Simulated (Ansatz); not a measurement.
**ZrC under changes of volume**

One of the cells (13.174 Å³/atom); the others are scaled copies at fixed shape and fractional positions:

```
Zr C
1.0
     3.39148    0.00000    0.00000
    -1.69574    2.93710    0.00000
     0.00000    0.00000    5.29005
Zr C
2 2
Cartesian
  1.6957 0.9790 3.9675
  0.0000 1.9581 1.3225
  0.0000 0.0000 2.6450
  0.0000 0.0000 0.0000
```

The cell comes from a database or a generator and needn't be the stable form of this composition.

```yaml
Program: Ansatz 0.2.0
Functional: PBEsol
Potentials_or_basis: all-electron LAPW, scalar-relativistic
Cutoff: 254 eV (chosen from the basis error)
Basis_error_allowed: 0.001 eV/atom
k_mesh: 9 × 9 × 5
Occupations: fermi-dirac, width 0.05 eV
Spin: no spin polarisation
```

```tsv
volume (Å³/atom)	energy over the lowest point (meV/atom)	pressure (GPa)
12.383	6.18	6.4
12.647	0.00	1.2
12.910	1.99	-3.5
13.174	11.33	-7.8
13.437	27.29	-11.6
13.701	?	?
13.964	76.44	-18.1
```

Question: What does the run at 13.701 Å³/atom give?

Answer: Energy over the lowest point 49.18 meV/atom; pressure -15.0 GPa.

Worked out: A Birch-Murnaghan fit of order 3 (a polynomial in V^(-2/3)) to the other rows has its minimum at 12.71 Å³/atom with B0 = V·E''(V) = 233 GPa and B' = 4.1 at fixed shape and positions, which overstates the stiffness. It gives 49.23 meV/atom at 13.701 Å³/atom, against the run's 49.18, and -dE/dV = -15.0 GPa, against -15.0.

Energies are extrapolated to zero smearing.
